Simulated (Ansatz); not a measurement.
Molecular dynamics on a 2×2×2 supercell (16 atoms) of SrO (Fm-3m), relaxed with r2SCAN. Forces come from PBEsol in the plane-wave code Ansatz: constant energy and volume (NVE), velocities drawn at 1700 K, steps of 2 fs. Computed, non-magnetic; the trajectory is short and the cell small, so nothing here is a converged average.

```yaml
crystal:
  lattice:
    - [0.0, 5.1597854332, 5.1597854332]
    - [5.1597854332, 0.0, 5.1597854332]
    - [5.1597854332, 5.1597854332, 0.0]
  atoms:
    - { symbol: Sr, position: [0.25, 0.25, 0.25] }
    - { symbol: O, position: [0.0, 0.0, 0.0] }
    - { symbol: Sr, position: [0.25, 0.25, 0.75] }
    - { symbol: O, position: [0.0, 0.0, 0.5] }
    - { symbol: Sr, position: [0.25, 0.75, 0.25] }
    - { symbol: O, position: [0.0, 0.5, 0.0] }
    - { symbol: Sr, position: [0.25, 0.75, 0.75] }
    - { symbol: O, position: [0.0, 0.5, 0.5] }
    - { symbol: Sr, position: [0.75, 0.25, 0.25] }
    - { symbol: O, position: [0.5, 0.0, 0.0] }
    - { symbol: Sr, position: [0.75, 0.25, 0.75] }
    - { symbol: O, position: [0.5, 0.0, 0.5] }
    - { symbol: Sr, position: [0.75, 0.75, 0.25] }
    - { symbol: O, position: [0.5, 0.5, 0.0] }
    - { symbol: Sr, position: [0.75, 0.75, 0.75] }
    - { symbol: O, position: [0.5, 0.5, 0.5] }
kpoints:
  mp_grid: { grid: [2, 2, 2] }
hamiltonian:
  xc: pbesol
scf:
  occupations: { method: fermi_dirac, width: 0.146 }
md:
  ensemble: nve
  temperature: 1700
  timestep: 2.0
  n_steps: 20
  initial_velocities: maxwell_boltzmann
  seed: 6768
```

Run as `ansatz run input.yaml --threads 4 --pin off --max-ram 3686MiB --backend cpu --events-out ev --progress --plain --runs-dir out`.

Task: What wall time did it need on 4 threads of Arm Neoverse N1 (shared host), load about 0.9 per core, and what peak of host memory did it reach?

Result: About 74 s, with a peak of 0.94 GiB.

Task: How do temperature and energy develop?

Result: The temperature starts at 1700 K, is lowest at step 14 (599 K, 28 fs) and ends at 800 K. The atoms start on their lattice sites with kinetic energy alone, so much of it first passes into potential energy. The conserved energy stays within 0.36 meV an atom. By the last step the atoms have moved 0.24 Å in the root mean square, the drift of the whole cell taken out, 0.42 Å at most.
```tsv
step	t (fs)	T (K)	free energy F from step 0 (meV/atom)	kinetic energy (meV/atom)	largest force (eV/Å)
0	0	1700	0.0	206.0	0.00
1	2	1688	1.5	204.5	0.24
2	4	1651	5.9	200.1	0.48
3	6	1592	13.1	193.0	0.70
4	8	1513	22.8	183.3	0.92
5	10	1415	34.6	171.5	1.16
6	12	1304	48.1	158.0	1.43
7	14	1185	62.6	143.6	1.70
8	16	1062	77.5	128.7	1.98
9	18	943	92.0	114.2	2.25
10	20	833	105.3	100.9	2.50
11	22	739	116.7	89.6	2.69
12	24	667	125.5	80.8	2.82
13	26	620	131.3	75.1	2.87
14	28	599	133.8	72.5	2.82
15	30	602	133.4	72.9	2.69
16	32	626	130.4	75.8	2.48
17	34	665	125.7	80.5	2.21
18	36	711	120.0	86.2	1.90
19	38	758	114.3	91.9	1.83
20	40	800	109.1	97.0	1.81
```

Positions (Å) and forces (eV/Å) at step 20:
```
Sr   2.457   2.466   2.726     0.720   1.108  -0.740
O    0.018  -0.030  -0.108    -0.305   0.017   0.222
Sr   5.100   5.019   2.474    -0.737   0.638   0.054
O    2.583   2.710  -0.248     0.053  -0.443   0.606
Sr   5.003   2.607   5.058     0.977  -0.148   0.036
O    2.232   0.249   2.396     0.911  -1.197   1.009
Sr   7.671   5.173   5.162     0.175  -0.370  -0.648
O    5.255   2.694   2.548    -0.316  -0.674   0.007
Sr   2.599   5.340   5.325    -0.791  -0.148  -1.234
O    0.021   2.644   2.526     0.062  -0.285   0.169
Sr   5.122   7.696   5.151     0.083   0.099   0.654
O    2.575   5.125   2.268     0.436   0.118   1.154
Sr   5.476   5.004   7.811    -0.989   1.386  -0.423
O    2.569   2.483   5.141    -0.192   0.414  -0.088
Sr   7.944   7.904   7.721    -1.340  -0.462  -0.429
O    4.876   5.146   5.299     1.252  -0.055  -0.349
```
